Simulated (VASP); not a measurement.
Input for VASP

POSCAR:
```
InN
1
    1.7699926499    -3.0657531812     0.0000000000
    1.7700014689     3.0656763078     0.0000000000
    0.0000000000     0.0000000000     5.7000144410
In N
2 2
Direct
  0.6666670000   0.3333330000   0.5000000000
  0.3333330000   0.6666670000   0.0000000000
  0.6666670000   0.3333330000   0.8790000000
  0.3333330000   0.6666670000   0.3790000000
```

### KPOINTS
```
Automatic mesh
0
Gamma
6 6 3
0 0 0
```

### INCAR
```
SYSTEM = InN
PREC = Accurate
ENCUT = 520
EDIFF = 1E-6
NELM = 100
ALGO = Normal
LREAL = .FALSE.
LASPH = .TRUE.
ISMEAR = 0
SIGMA = 0.05
GGA = PE
LMAXMIX = 4
LWAVE = .FALSE.
LCHARG = .FALSE.
ISIF = 2
```

POTCAR, in this order: In_d N (PBE.64 set). Program: vasp_std.

Task: One choice in this input is risky. Which, and does it do harm here?

Result: The risk: the lattice vectors carry noise near SYMPREC. Here it does no harm: the run (PBE GGA, plane waves, VASP's PBE PAW potentials (set 64)) converges to the same energy and pressure as with the safe setting.
OSZICAR:
```
       N       E                     dE             d eps       ncg     rms          rms(c)
DAV:   1     0.353120663259E+03    0.35312E+03   -0.18507E+04  1144   0.232E+03
DAV:   2     0.195699588915E+02   -0.33355E+03   -0.32456E+03  1210   0.486E+02
DAV:   3    -0.244231041390E+02   -0.43993E+02   -0.43310E+02  1548   0.186E+02
DAV:   4    -0.259106653951E+02   -0.14876E+01   -0.14803E+01  1354   0.368E+01
DAV:   5    -0.259630640201E+02   -0.52399E-01   -0.52384E-01  1452   0.632E+00    0.146E+01
DAV:   6    -0.212769026888E+02    0.46862E+01   -0.20571E+01  1988   0.609E+01    0.112E+01
DAV:   7    -0.214019628221E+02   -0.12506E+00   -0.22610E+00  1170   0.125E+01    0.333E+00
DAV:   8    -0.213696295050E+02    0.32333E-01   -0.22384E-01  1796   0.537E+00    0.185E+00
DAV:   9    -0.213605722108E+02    0.90573E-02   -0.55053E-02  1860   0.344E+00    0.433E-01
DAV:  10    -0.213587197080E+02    0.18525E-02   -0.84537E-03  1898   0.132E+00    0.198E-01
DAV:  11    -0.213594595985E+02   -0.73989E-03   -0.63669E-03  1912   0.770E-01    0.181E-01
DAV:  12    -0.213591355215E+02    0.32408E-03   -0.15592E-03  1772   0.492E-01    0.256E-02
DAV:  13    -0.213591487016E+02   -0.13180E-04   -0.10886E-04  1400   0.817E-02    0.982E-03
DAV:  14    -0.213591483814E+02    0.32023E-06   -0.34392E-06  1348   0.195E-02
   1 F= -.21359148E+02 E0= -.21358795E+02  d E =-.706422E-03
```

The compound is InN in the wurtzite structure. The cell was not relaxed at this level.
